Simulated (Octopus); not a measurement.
# Sn (P-1) in Octopus: reference runs

Reference runs on Sn: the cell as given.

Everything below comes from runs of Octopus 16.4. Logs are shortened: lines on timing, memory, paths and dates and some standing lists are left out, and cuts for length are marked.

### 1 The cell of the first run

The typed cell holds 1 atom: a = 3.234 Å, b = 3.520 Å, c = 3.421 Å, α = 119.67°, β = 114.67°, γ = 94.75°.

This isn't the form of Sn at room conditions, which is tetragonal (white tin).

### 2 Single point, PBE (cell sheared at random, sigma 0.06, atoms nudged by 0.01 Å)

inp reads:

```
CalculationMode = gs
UnitsOutput = eV_Angstrom
PeriodicDimensions = 3
ExperimentalFeatures = yes
PseudopotentialSet = pseudodojo_pbe
%LatticeParameters
 1*angstrom | 1*angstrom | 1*angstrom
%
%LatticeVectors
 -1.66643981 | 1.70778749 | 2.18280218
 1.79387178 | -1.85892325 | 2.39165312
 1.69371338 | 1.88544402 | -2.29756241
%
%ReducedCoordinates
 "Sn" | 0 | 0 | 0
%
%Spacing
 0.14060486*angstrom | 0.14081805*angstrom | 0.14253628*angstrom
%
DerivativesOrder = 8
%KPointsGrid
 10 | 9 | 10
%
KPointsUseSymmetries = yes
XCFunctional = gga_x_pbe + gga_c_pbe
SmearingFunction = fermi_dirac
Smearing = 0.05*eV
ExtraStates = 5
Eigensolver = chebyshev_filter
ConvRelDens = 3e-7
MaximumIter = 120
```

Potentials or basis: pseudodojo_pbe (PseudoDojo 0.5, PBE).

Launch:

```bash
$ OMP_NUM_THREADS=1 octopus > out.log
```

out.log:

```text
Running octopus

[... 13 lines left out ...]

Input: [AllElectronType = no]
Input: [PseudopotentialSet = pseudodojo_pbe]
Reading Coordinates from ReducedCoordinates block

****************************** Species *******************************
  Species 'Sn'
    type             : pseudopotential
    file             : 'Sn.upf'
    file format      : UPF2
    valence charge   : 14.0
    atomic number    :  50
    form on file     : kleinman-bylander
    lmax             : 2
    llocal           : -1
    projectors per l : 2
    total projectors : 6
    application form : kleinman-bylander
    orbitals         :  9
    bound orbitals   :  9

**********************************************************************

***************************** Symmetries *****************************
Space group No.    2
International: P-1
Schoenflies: Ci^1
Info: The system has     2 symmorphic symmetries that can be used.
  Index                Rotation matrix                      Fractional translations
    1 :     1   0   0     0   1   0     0   0   1      0.000000    0.000000    0.000000
[... 7 lines left out ...]
****************************** Lattice *******************************
  Lattice Vectors [A]
   -1.666440    1.707787    2.182802
    1.793872   -1.858923    2.391653
    1.693713    1.885444   -2.297562
  Cell volume =            28.6090 [A^3]
  Reciprocal-Lattice Vectors [A^-1]
   -0.052344    1.794823    1.434295
    1.765611    0.028926    1.325308
    1.788188    1.735284    0.007518
  Cell angles [degree]
    alpha =  119.671
    beta  =  114.671
    gamma =   94.754
**********************************************************************

Checking if the generated full k-point grid is symmetric

   452 k-points generated from parameters :
 ---------------------------------------------------
    n =   10    9   10

    s1  =  0.00  0.50  0.00

   index |      weight  |             coordinates              |
       1 |     0.001111 |    0.000000    0.000000    0.000000  |
       2 |     0.002222 |    0.100000    0.000000    0.000000  |
       3 |     0.002222 |    0.000000    0.111111    0.000000  |
       4 |     0.002222 |    0.000000    0.000000    0.100000  |
       5 |     0.002222 |    0.100000    0.111111    0.000000  |
       6 |     0.002222 |   -0.100000    0.111111    0.000000  |
[... 444 lines left out ...]
     451 |     0.002222 |    0.500000    0.333333    0.500000  |
     452 |     0.002222 |    0.500000    0.444444    0.500000  |

Input: [SmearingFunction = fermi_dirac]
Input: [SymmetrizeDensity = yes]

******************************* States *******************************
Total electronic charge  =       14.000
Number of states         =       12
States block-size        =        4
**********************************************************************
[... 5 lines left out ...]
Simulation Box:
  Type = parallelepiped
  Lengths [A] = (   3.234,   3.520,   3.421)
Main mesh:
  Spacing [A] = ( 0.141, 0.141, 0.143)    volume/point [A^3] =      0.00207
  # inner mesh =      13800
  # total mesh =      51566
  Grid Cutoff [eV] =  1850.852347    Grid Cutoff [Ry] =   136.035150
**********************************************************************

Checking if the real-space grid is symmetric
Input: [StatesPack = yes]
Input: [StatesOrthogonalization = cholesky_serial]

**************************** Theory Level ****************************
Input: [TheoryLevel = kohn_sham]

Exchange-correlation:
  Exchange
    Perdew, Burke & Ernzerhof (GGA)
    [1] J. P. Perdew, K. Burke, and M. Ernzerhof.,  Phys. Rev. Lett. 77, 3865 (1996)
    [2] J. P. Perdew, K. Burke, and M. Ernzerhof.,  Phys. Rev. Lett. 78, 1396 (1997)
  Correlation
    Perdew, Burke & Ernzerhof (GGA)
    [1] J. P. Perdew, K. Burke, and M. Ernzerhof.,  Phys. Rev. Lett. 77, 3865 (1996)
    [2] J. P. Perdew, K. Burke, and M. Ernzerhof.,  Phys. Rev. Lett. 78, 1396 (1997)

**********************************************************************
[... 5 lines left out ...]
**********************************************************************

Info: FFT grid dimensions       = 23 x 25 x 24
      Total grid size           = 13800 (      0.1 MiB )
      Inefficient FFT grid. A better grid would be: 24 28 24
Input: [FilterPotentials = filter_TS]
Info: Pseudopotential for Sn
  Radii for localized parts:
    local part     =  1.2 A
    non-local part =  1.5 A
    orbitals       =  6.2 A

Input: [RelativisticCorrection = non_relativistic]
[... 33 lines left out ...]
** Warning:
**   Cannot do LCAO for all states because there are not enough atomic orbitals.
**   Required: 12. Available: 9. 3 orbitals will be randomized.

Info: Unnormalized total charge =     14.000244
Info: Renormalized total charge =     14.000000

** Warning:
**   Symmetrization discrepancy ratio (scalar) =  1.62268E-05

Info: Setting up Hamiltonian.
Info: Performing initial LCAO calculation with      9 orbitals.
Info: Getting Hamiltonian matrix elements.

Eigenvalues [eV]
 #st  Spin   Eigenvalue      Occupation
#k =       1, k = (  0.000000,  0.000000,  0.000000)
   1   --   -15.590811       2.000000
   2   --   -15.546570       2.000000
   3   --   -15.495145       2.000000
   4   --   -15.472993       2.000000
   5   --   -15.438213       2.000000
   6   --    -5.053000       2.000000
   7   --    12.239038       2.000000
   8   --    13.190007       2.000000
   9   --    14.282742       2.000000
#k =       2, k = (  0.100000,  0.000000,  0.000000)
   1   --   -15.224693       2.000000
   2   --   -15.202268       2.000000
   3   --   -14.902460       2.000000
   4   --   -14.818502       2.000000
   5   --   -14.761043       2.000000
   6   --    -4.838450       2.000000
   7   --    12.460394       2.000000
   8   --    13.396823       2.000000
   9   --    14.470687       2.000000
[... 450 further k-points ...]
Fermi energy =    17.491202 eV
Generating random wavefunctions for states       10 and above
Orthogonalizing wavefunctions.
Info: Ground-state restart information will be written to 'restart/gs'.
Info: SCF using complex wavefunctions.
Info: Starting SCF iteration.

** Warning:
**   Symmetrization discrepancy ratio (scalar) =  2.22421E-05

*********************** SCF CYCLE ITER #    1 ************************
 etot  = -2.13823070E+03 abs_ev   =  1.54E+02 rel_ev   =  1.03E+00
 ediff =        7.86E+01 abs_dens =  2.37E-01 rel_dens =  1.69E-02
Matrix vector products: 11300
Converged eigenvectors: 0

#  State  KPoint  Eigenvalue [eV]  Occupation    Error
      1     257      -15.653332    2.000000   ( 4.1E-04)
      1     129      -15.647651    2.000000   ( 4.7E-04)
      1     151      -15.647004    2.000000   ( 1.0E-03)
      1     285      -15.645548    2.000000   ( 5.6E-04)
      1      73      -15.638170    2.000000   ( 5.4E-04)
      1     194      -15.634327    2.000000   ( 1.1E-03)
      1     153      -15.634289    2.000000   ( 1.0E-03)
      1      60      -15.632939    2.000000   ( 4.9E-04)

  [output of 3165 eigenvalues skipped: maximum error = 7.5E-02]

      8     242        5.802965    0.445651   ( 3.7E-02)
      8     327        5.808579    0.407975   ( 3.1E-02)
      7     275        5.817969    0.350356   ( 2.4E-02)
      7     365        5.836196    0.257088   ( 2.3E-02)
      8     218        5.850361    0.200006   ( 3.9E-02)
      9     146        5.860010    0.167850   ( 2.6E-02)
[... 9 lines left out ...]
      8      99        5.953116    0.028064   ( 2.4E-02)
      8     444        5.958515    0.025227   ( 1.8E-02)

  [output of 2226 eigenvalues skipped: maximum error = 2.6E-01]

     12     331       26.192940    0.000000   ( 1.8E-01)
     12      71       26.212614    0.000000   ( 1.6E-01)
     12     338       26.225862    0.000000   ( 1.8E-01)
     12     365       26.375483    0.000000   ( 1.5E-01)
     12     336       26.427325    0.000000   ( 2.1E-01)
     12     150       26.443886    0.000000   ( 1.7E-01)
     12     257       26.670118    0.000000   ( 1.6E-01)
     12     168       26.947744    0.000000   ( 1.6E-01)

Density of states:

%---------------------------------------------------------------------
%---------------------------------------------------------------------
%---------------------------------------------------------------------
%---------------------------------------------------------------------
%---------------------------------------------------------------------
%---------------------------------------------------------------------
%---------------------------------------------------------------------
%---------------------------------------------------------------------
%---------------------------------------------------------------------
%---------------------------------------------------------------------
                                   ^

Fermi energy =     5.740501 eV

**********************************************************************

*********************** SCF CYCLE ITER #    2 ************************
 etot  = -2.14055446E+03 abs_ev   =  1.89E+00 rel_ev   =  1.24E-02
 ediff =        8.54E-02 abs_dens =  4.24E-02 rel_dens =  3.03E-03
Matrix vector products: 11300
Converged eigenvectors: 0

[... levels of this cycle ...]

Fermi energy =     5.683246 eV

**********************************************************************

*********************** SCF CYCLE ITER #    3 ************************
 etot  = -2.14663608E+03 abs_ev   =  3.98E+00 rel_ev   =  2.56E-02
 ediff =        2.23E-01 abs_dens =  3.97E-02 rel_dens =  2.83E-03
Matrix vector products: 11300
Converged eigenvectors: 0
[... 109 lines left out ...]
[... levels of this cycle ...]

Fermi energy =     5.621292 eV

**********************************************************************

*********************** SCF CYCLE ITER #   13 ************************
 etot  = -2.14443011E+03 abs_ev   =  4.04E-05 rel_ev   =  2.61E-07
 ediff =        2.79E-06 abs_dens =  7.83E-07 rel_dens =  5.59E-08
Matrix vector products: 11300
Converged eigenvectors: 2603

#  State  KPoint  Eigenvalue [eV]  Occupation    Error
      1     257      -16.059693    2.000000   ( 2.7E-08)
      1     129      -16.054281    2.000000   ( 2.2E-08)
      1     151      -16.052966    2.000000   ( 2.3E-08)
      1     285      -16.051600    2.000000   ( 2.2E-08)
      1      73      -16.044550    2.000000   ( 2.5E-08)
      1     153      -16.040963    2.000000   ( 3.0E-08)
      1      60      -16.040242    2.000000   ( 3.0E-08)
      1     194      -16.039819    2.000000   ( 3.0E-08)

  [output of 3167 eigenvalues skipped: maximum error = 1.4E-07]

      8     218        5.694037    0.378498   ( 4.6E-08)
      7     275        5.701870    0.332743   ( 1.2E-07)
      7     365        5.711737    0.281544   ( 7.7E-08)
      8     450        5.722137    0.234880   ( 3.5E-08)
      7     165        5.749360    0.143334   ( 1.4E-07)
      8     182        5.751445    0.137884   ( 3.9E-08)
[... 9 lines left out ...]
      8     444        5.858611    0.017217   ( 4.0E-08)
      8      99        5.859604    0.016881   ( 5.4E-08)

  [output of 2224 eigenvalues skipped: maximum error = 7.0E-02]

     12     435       24.063350    0.000000   ( 3.7E-02)
     12     452       24.110077    0.000000   ( 2.4E-02)
     12     129       24.129880    0.000000   ( 6.3E-02)
     12     285       24.203238    0.000000   ( 7.2E-02)
     12     396       24.710478    0.000000   ( 3.1E-02)
     12     336       24.752632    0.000000   ( 5.4E-02)
     12     257       25.130362    0.000000   ( 5.5E-02)
     12     168       25.568699    0.000000   ( 7.3E-02)

Density of states:

%---------------------------------------------------------------------
%---------------------------------------------------------------------
%---------------------------------------------------------------------
%---------------------------------------------------------------------
%---------------------------------------------------------------------
%---------------------------------------------------------------------
%---------------------------------------------------------------------
%---------------------------------------------------------------------
%---------------------------------------------------------------------
%---------------------------------------------------%-----------------
                                    ^

Fermi energy =     5.621292 eV

**********************************************************************

Info: SCF converged in   13 iterations

** Warning:
**   Some of the states are not fully converged!

Info: Number of matrix-vector products:     146900
Info: Finished writing information to 'restart/gs'.

Octopus emitted 7 warnings.
```

Run time: 28 min. Hardware: 1 thread of Arm Neoverse V1, shared host; peak memory 5 GiB.

What came out:

* Free energy: -2144.4348 eV
* Band gap on the k mesh: none (metal or under the smearing width)
